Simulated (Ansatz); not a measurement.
# SiO2: the cost of one run

Method: DFT LDA, scalar-relativistic, plane waves, PAW, in Ansatz 0.2.0.

1 further run of the same task is left out (set aside as unsound or not needed).

## Step 1: The system as given

The structure is hexagonal, space group P6_422 (No. 181). Conventional cell: a = 5.039 Å, b = 5.039 Å, c = 5.525 Å, α = 90.00°, β = 90.00°, γ = 120.00°. Si (site symmetry 222) is surrounded by 4 O at 1.60 Å. O (site symmetry 2) has 2 Si at 1.60 Å in its first shell of neighbours.

Coordinates:

```cif
data_structure
_symmetry_space_group_name_H-M 'P6_422'
_symmetry_Int_Tables_number 181
_cell_length_a 5.0387
_cell_length_b 5.0387
_cell_length_c 5.5249
_cell_angle_alpha 90.000
_cell_angle_beta 90.000
_cell_angle_gamma 120.000
_cell_volume 121.48
loop_
_atom_site_label
_atom_site_type_symbol
_atom_site_symmetry_multiplicity
_atom_site_Wyckoff_symbol
_atom_site_fract_x
_atom_site_fract_y
_atom_site_fract_z
_atom_site_occupancy
Si1 Si 3 c 0.00000 0.50000 0.33333 1
O1 O 6 j 0.58439 0.79220 0.83333 1
```

It goes back to an entry of the Materials Project, which need not be the stable form.

It is the result of an earlier relaxation at this level (volume 13.50 Å³/atom; gap on the mesh: 5.50 eV).

## Step 2: The reference cell

Reference values: F = -5168.0421 eV; pressure 0.00 GPa; largest force 0.000 eV/Å; gap on the mesh 5.50 eV. It was computed beforehand with the settings of the runs below.

## Step 3: Harmonic modes of this cell

input.yaml reads:

```yaml
crystal:
  lattice:
    - [5.0386983803, 0.0, 0.0]
    - [-2.5193491901, 4.3636407993, 0.0]
    - [0.0, 0.0, 5.5248550125]
  atoms:
    - { symbol: Si, position: [0.0, 0.5, 0.3333333333] }
    - { symbol: Si, position: [0.5, 0.5, 0.6666666667] }
    - { symbol: Si, position: [0.5, 0.0, 0.0] }
    - { symbol: O, position: [0.5843949023, 0.7921974511, 0.8333333333] }
    - { symbol: O, position: [0.7921974511, 0.5843949023, 0.5] }
    - { symbol: O, position: [0.7921974511, 0.2078025489, 0.1666666667] }
    - { symbol: O, position: [0.4156050977, 0.2078025489, 0.8333333333] }
    - { symbol: O, position: [0.2078025489, 0.4156050977, 0.5] }
    - { symbol: O, position: [0.2078025489, 0.7921974511, 0.1666666667] }
basis:
  ecutwfc: 420
kpoints:
  mp_grid: { grid: [6, 6, 4] }
hamiltonian:
  xc: lda
scf:
  occupations: { method: gaussian, width: 0.05 }
output:
  eigenvalues: true
phonons:
  method: fd
  supercell: [1, 1, 1]
  amplitude: 0.02
  eigenvectors: true
  dielectric: false
```

Launch:

```
ansatz run input.yaml --threads 2 --pin off --max-ram 5120MiB --backend cpu --events-out ev --progress --plain --runs-dir out
```

**Question.** How long does this run take on 2 threads of Arm Neoverse V2, shared host, and how much memory does it need?

About 56 s, with a peak of 0.5 GiB.
